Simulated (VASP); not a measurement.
## SnS2 (Berndtite-2T): optical spectrum with PBE

SnS2 (Berndtite-2T):

```
Sn S
1.0
     3.66709    0.00000    0.00000
    -1.83354    3.17579    0.00000
     0.00000    0.00000    5.81104
Sn S
1 2
Direct
  0.00000 0.00000 0.00000
  0.33333 0.66667 0.25435
  0.66667 0.33333 0.74565
```

```
Program                : VASP 6.6.1
Task                   : optical spectrum
Functional             : PBE
Potentials or basis    : VASP PAW PBE potentials, release 64 (Sn_d, S)
Cutoff                 : 520 eV
k mesh                 : 9 × 9 × 5
Occupations            : gaussian, width 0.03 eV
Spin                   : no spin polarisation
Further INCAR settings : ALGO = Fast; EDIFF = 1e-06; NBANDS = 37
```

```
Pressure               : 2.4 GPa
Largest force          : 0.008 eV/Å
Band gap on the k mesh : 1.31 eV, indirect (least direct gap 1.75 eV)
```

Forces in eV/Å, atoms in the order of the input:
```
Sn   0.000  0.000  0.000
S    0.000  0.000 -0.008
S    0.000  0.000  0.008
```

Levels at points of the mesh, in eV from the valence-band top:
| k point | band 10 | band 11 | band 12 | band 13 | band 14 | band 15 | band 16 | band 17 |
| --- | --- | --- | --- | --- | --- | --- | --- | --- |
| (0.00, 0.00, 0.00) | -0.72 | -0.48 | -0.48 | 0.00 | 1.75 | 3.54 | 5.33 | 5.33 |

Dielectric function (mean over the directions given):
```csv
energy (eV),real part,imaginary part
0.29,9.22,0.03
1.31,10.28,0.23
2.34,12.66,4.96
3.36,11.48,4.80
4.39,6.99,9.13
5.42,5.19,14.13
6.44,-2.50,10.92
7.53,-3.10,4.36
8.55,-0.46,4.57
9.58,-2.36,3.45
10.61,-2.33,2.18
11.63,-1.58,1.68
12.66,-1.07,1.21
13.74,-0.85,0.98
14.77,-0.68,0.63
15.80,-0.38,0.46
16.82,-0.21,0.37
17.85,-0.09,0.31
18.88,0.04,0.25
19.96,0.14,0.20
```

Run time: 32 s on 2 MPI ranks on Intel(R) Xeon(R) 6975P-C (Granite Rapids), on a shared host, peak memory 0.34 GiB a rank.

Caveat: spectra need much finer meshes, so this one isn't converged; independent-particle spectra lack excitons; spin-orbit coupling is left out, which moves the levels of the heavy elements; an odd mesh through Γ misses points on the zone boundary, where band edges often lie; this functional lacks dispersion, which binds the layers, so the pressure and a relaxed spacing across them are unreliable.
